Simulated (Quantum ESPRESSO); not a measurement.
# Na in Quantum ESPRESSO: convergence with smearing width

Input of the first run (smearing width 0.5 eV); the others differ in this setting and in those tied to it:

The input pw.in:

```
&CONTROL
  calculation = 'scf'
  prefix = 'pwscf'
  outdir = './tmp'
  pseudo_dir = './pseudo'
  tprnfor = .true.
  tstress = .true.
  disk_io = 'nowf'
/
&SYSTEM
  ibrav = 0
  nat = 1
  ntyp = 1
  ecutwfc = 88
  nbnd = 10
  occupations = 'smearing'
  smearing = 'fd'
  degauss = 0.03674932
/
&ELECTRONS
  conv_thr = 2d-10
  electron_maxstep = 120
  mixing_beta = 0.5
/
ATOMIC_SPECIES
Na    22.9898 Na.upf
CELL_PARAMETERS angstrom
  -2.1410000000    2.1410000000    2.1410000000
   2.1410000000   -2.1410000000    2.1410000000
   2.1410000000    2.1410000000   -2.1410000000
ATOMIC_POSITIONS crystal
Na     0.0000000000    0.0000000000    0.0000000000
K_POINTS automatic
9 9 9 0 0 0
```

Potentials or basis: PseudoDojo 0.4.1 SR PBE standard.

Launch:

```console
$ OMP_NUM_THREADS=1 pw.x -in pw.in > pw.out
```

Hardware: 1 thread of Arm Neoverse V1, on a shared host.

```
smearing width  energy less the tightest run, at zero smearing (meV/atom)  pressure (GPa)  SCF cycles  CPU time (s)  peak memory (GiB)
        0.5 eV                                                       0.38            0.04           9            21               0.07
        0.3 eV                                                       2.85           -0.25           9            21               0.07
        0.2 eV                                                       1.48           -0.35           9            21               0.07
      0.136 eV                                                       0.21           -0.39           9            21               0.07
        0.1 eV                                                      -0.27           -0.41           9            21               0.07
       0.05 eV                                                      -0.48           -0.42           9            21               0.07
      0.025 eV                                                      -0.30           -0.42           9            21               0.08
       0.01 eV                                                       0.00           -0.42           9            21               0.07
```

Against the tightest run, the energy stays within 1 meV/atom from 0.136 eV on; the pressure stays within 0.1 GPa from 0.2 eV on. Narrower smearing needs a denser k mesh, so at a fixed mesh the narrowest width isn't the most accurate. The tightest run that finished is the yardstick and may itself not be fully converged.
